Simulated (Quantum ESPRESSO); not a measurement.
Here is a Quantum ESPRESSO 7.5 calculation.

pw.in

```
&CONTROL
  calculation = 'scf'
  prefix = 'pwscf'
  outdir = './tmp'
  pseudo_dir = './pseudo'
  tprnfor = .true.
  tstress = .true.
  disk_io = 'low'
/
&SYSTEM
  ibrav = 0
  celldm(1) = 8
  nat = 4
  ntyp = 1
  ecutwfc = 56
  ecutrho = 448
  nbnd = 48
  occupations = 'smearing'
  smearing = 'fd'
  degauss = 0.00367493
  nspin = 2
  starting_magnetization(1) = 0.1176
/
&ELECTRONS
  conv_thr = 8d-10
  electron_maxstep = 120
  mixing_beta = 0.3
/
ATOMIC_SPECIES
Co    58.9332 co_pbesol_v1.2.uspp.F.UPF
CELL_PARAMETERS alat
  0.5835856424836   0.0000000000000   0.0000000000000
 -0.2917928212536   0.5053999916798   0.0000000000000
  0.0000000000000   0.0000000000000   1.9105683392426
ATOMIC_POSITIONS crystal
Co     0.6666666667    0.3333333333    0.7500000000
Co     0.0000000000    0.0000000000    0.5000000000
Co     0.3333333333    0.6666666667    0.2500000000
Co     0.0000000000    0.0000000000    0.0000000000
K_POINTS automatic
12 12 4 0 0 0
```

pp_density.in

```
&INPUTPP
  prefix = 'pwscf'
  outdir = './tmp'
  filplot = 'density.dat'
  plot_num = 0
/
&PLOT
  nfile = 1
  filepp(1) = 'density.dat'
  iflag = 3
  output_format = 6
  fileout = 'density.cube'
/
```

Contents of pp_potential.in:

```
&INPUTPP
  prefix = 'pwscf'
  outdir = './tmp'
  filplot = 'potential.dat'
  plot_num = 11
/
&PLOT
  nfile = 1
  filepp(1) = 'potential.dat'
  iflag = 3
  output_format = 6
  fileout = 'potential.cube'
/
```

The input pp_spin.in:

```
&INPUTPP
  prefix = 'pwscf'
  outdir = './tmp'
  filplot = 'spin.dat'
  plot_num = 6
/
&PLOT
  nfile = 1
  filepp(1) = 'spin.dat'
  iflag = 3
  output_format = 6
  fileout = 'spin.cube'
/
```

Potentials or basis: GBRV 1.5 PBEsol.

The run is started by

```bash
$ OMP_NUM_THREADS=1 mpirun -n 2 pw.x -nk 2 -in pw.in > pw.out
$ OMP_NUM_THREADS=1 mpirun -n 1 pp.x -in pp_density.in > pp_density.out
$ OMP_NUM_THREADS=1 mpirun -n 1 pp.x -in pp_potential.in > pp_potential.out
$ OMP_NUM_THREADS=1 mpirun -n 1 pp.x -in pp_spin.in > pp_spin.out
```

Q: Estimate the band gap on the k mesh.

A: None (metal or under the smearing width).

Q: What does it give for the site moments?

A: Co +1.76, +1.75 μB.

Q: Predict the pressure.

A: -5.5 GPa.

Q: Predict the net moment.

A: 6.74 μB per cell.

Stress tensor (GPa, compression positive):
```
-4.18  0.00  0.00
 0.00 -4.18  0.00
 0.00  0.00 -8.24
```
